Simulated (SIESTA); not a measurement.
Mg:

```
Mg
1.0
    -1.83599    1.83599    1.67940
     1.83599   -1.83599    1.67940
     1.83599    1.83599   -1.67940
Mg
1
Direct
  0.00000 0.00000 0.00000
```

This isn't the form of Mg at room conditions, which is hcp.

| Quantity | Value |
| --- | --- |
| Program | SIESTA 5.4.2 |
| Task | single point |
| Functional | PBE |
| Potentials or basis | PseudoDojo 0.4 standard (PBE files) |
| Basis | DZP (energy shift 0.003 Ry; two zetas on semicore shells) |
| Grid cutoff | 800 Ry |
| Energy shift | 0.003 Ry |
| k mesh | 11 × 11 × 11 |
| Occupations | fermi-dirac, width 0.05 eV |
| Spin | no spin polarisation |

On this cell: pressure 2.4 GPa; band gap on the k mesh none (metal or under the smearing width).

The same run follows on a disturbed copy (cell strained at random at fixed volume):

```
CELL_PARAMETERS angstrom
-1.78838 1.82401 1.69227
1.82438 -1.82503 1.73276
1.79404 1.83070 -1.69339
ATOMIC_POSITIONS crystal
Mg 0.00166 0.01882 0.01069
```

Q: What does the disturbed cell give?

A: The energy (extrapolated to zero smearing) moves by +0.0 meV/atom; pressure 2.2 GPa; band gap on the k mesh none (metal or under the smearing width).

Stress tensor (GPa, compression positive):
```
 2.27 -0.05 -0.79
-0.05  1.86  0.02
-0.79  0.02  2.51
```

Caveats: the basis of atomic orbitals isn't converged, which shifts pressures, moduli and gaps.
